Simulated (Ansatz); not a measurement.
MoSe2 under changes of volume

One of the cells (20.129 Å³/atom); the others are scaled copies at fixed shape and fractional positions:

```
Mo Se
1.0
     3.28800    0.00000    0.00000
    -1.64400    2.84749    0.00000
     0.00000    0.00000   12.90000
Mo Se
2 4
Cartesian
  1.6440 0.9492 9.6750
  0.0000 1.8983 3.2250
  1.6440 0.9492 4.8375
  0.0000 1.8983 11.2875
  1.6440 0.9492 1.6125
  0.0000 1.8983 8.0625
```

| Item | Value |
| --- | --- |
| Program | Ansatz 0.2.0 |
| Functional | exchange-only PBE |
| Potentials or basis | Ansatz PAW |
| Cutoff | 420 eV (not typed: the program's choice for these potentials) |
| k mesh | 9 × 9 × 2 |
| Occupations | fermi-dirac, width 0.05 eV |
| Spin | no spin polarisation |

```csv
volume (Å³/atom),energy over the lowest point (meV/atom),pressure (GPa),gap on the mesh (eV),largest force (eV/Å)
18.922,?,?,?,?
19.324,285.77,32.0,0.89,2.955
19.727,210.68,27.9,0.89,2.551
20.129,145.40,24.1,0.88,2.177
20.532,89.06,20.8,0.88,1.829
20.935,40.84,17.7,0.87,1.506
21.337,0.00,14.9,0.86,1.205
```

Problem. What does the run at 18.922 Å³/atom give?

Solution. Energy over the lowest point 371.69 meV/atom; pressure 36.5 GPa; gap on the mesh 0.89 eV; largest force 3.389 eV/Å.

Worked out: A Birch-Murnaghan fit of order 3 (a polynomial in V^(-2/3)) to the other rows has no minimum within the range. It gives 371.60 meV/atom at 18.922 Å³/atom, against the run's 371.69, and -dE/dV = 36.5 GPa, against 36.5. A straight line through the other rows of the gap, of slope -0.302 eV per unit of ln V, extrapolates to 0.90 eV, against the run's 0.89.

Energies are extrapolated to zero smearing.

Caveats: odd divisions of the mesh miss points on the zone boundary, where band edges often lie, so the gap on the mesh can be too wide; the cell's inner coordinates are idealised or old, which leaves forces on the atoms; the PAW data sets come from PBE, with cores solved anew for the run's functional, which leaves a small shift of forces and pressure.

A mesh can miss the band edges. Spin-orbit coupling on Mo, Se is left out.
